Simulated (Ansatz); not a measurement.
What does Ansatz print for the nuclei with this input?

The cell is a structure deposited in the COD, ions relaxed with PBE at fixed cell.

```yaml
crystal:
  lattice:
    - [4.982, 0.0, 0.0]
    - [0.0, 4.982, 0.0]
    - [0.0, 0.0, 6.963]
  atoms:
    - { symbol: Si, position: [0.3039072731, 0.3039072731, 0.0] }
    - { symbol: Si, position: [0.1960927269, 0.8039072731, 0.25] }
    - { symbol: Si, position: [0.6960927269, 0.6960927269, 0.5] }
    - { symbol: Si, position: [0.8039072731, 0.1960927269, 0.75] }
    - { symbol: O, position: [0.2373153555, 0.1139731861, 0.1837399653] }
    - { symbol: O, position: [0.3860268139, 0.7373153555, 0.4337399653] }
    - { symbol: O, position: [0.7626846445, 0.8860268139, 0.6837399653] }
    - { symbol: O, position: [0.6139731861, 0.2626846445, 0.9337399653] }
    - { symbol: O, position: [0.7373153555, 0.3860268139, 0.5662600347] }
    - { symbol: O, position: [0.8860268139, 0.7626846445, 0.3162600347] }
    - { symbol: O, position: [0.2626846445, 0.6139731861, 0.0662600347] }
    - { symbol: O, position: [0.1139731861, 0.2373153555, 0.8162600347] }
kpoints:
  mp_grid: { grid: [5, 5, 4] }
scf:
  occupations: { method: fermi_dirac, width: 0.02 }
hamiltonian:
  xc: r2scan
  pseudopotentials: { kind: paw, frozen_core: stored }
output:
  forces: true
  stress: true
  populations: true
  efg: { quadrupole_moments_barn: { O: -0.02558 } }
```

```sh
ansatz run input.yaml --threads 1 --pin off --max-ram 3072MiB --backend cpu --events-out ev --progress --plain --runs-dir out
```

Of the output, the block on the nuclei alone is shown; the set-up, the SCF iterations, energies, forces and stress are cut. One atom of each set with nearly equal values is shown.

```
--- PAW observables at the nuclei: V_zz in 10²¹ V/m², potentials from the cell's mean, atoms counted from 1 ---
  atom   1  Si V_zz =    -0.348135   η = 0.7014   by run symmetry: allowed
            electrostatic potential = -1352.689120 V   contact ρ = none
  atom   5  O  V_zz =    +9.724413   η = 0.1825   by run symmetry: allowed   C_q = -6.0148 MHz
            electrostatic potential = -617.921779 V   contact ρ = none
```

The run took 28 s of wall time (28 s of CPU time) and 0.78 GiB at its peak, on 1 thread of Intel Xeon Platinum 8259CL CPU @ 2.50GHz (Skylake/Cascade Lake) (x86_64; 16 cores open to the job, memory cap 3.0 GiB, no GPU), a shared host with a load of 0.3 a core.

The largest force is 0.3 eV/Å, so the atoms aren't at the calculated equilibrium and relaxing them would move these values.
